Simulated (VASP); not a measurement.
**LiH (CsCl): gaps by functional in VASP**

```yaml
crystal:
  lattice:
    - [2.50166, 0.00000, 0.00000]
    - [0.00000, 2.50166, 0.00000]
    - [0.00000, 0.00000, 2.50166]
  atoms:
    - { symbol: Li, position: [0.00000, 0.00000, 0.00000] }
    - { symbol: H, position: [0.50000, 0.50000, 0.50000] }
```

All runs share this cell. Band v is the last that the valence electrons fill when counted band by band, and c is the next. A negative gap between them is a band overlap, as in a metal.

Question: Rank these levels of theory by the band gap that they give, smallest first.
A. LDA
B. PBE
C. r²SCAN
D. PBEsol

Answer: A (0.38 eV), D (0.47 eV), B (0.73 eV), C (1.30 eV).
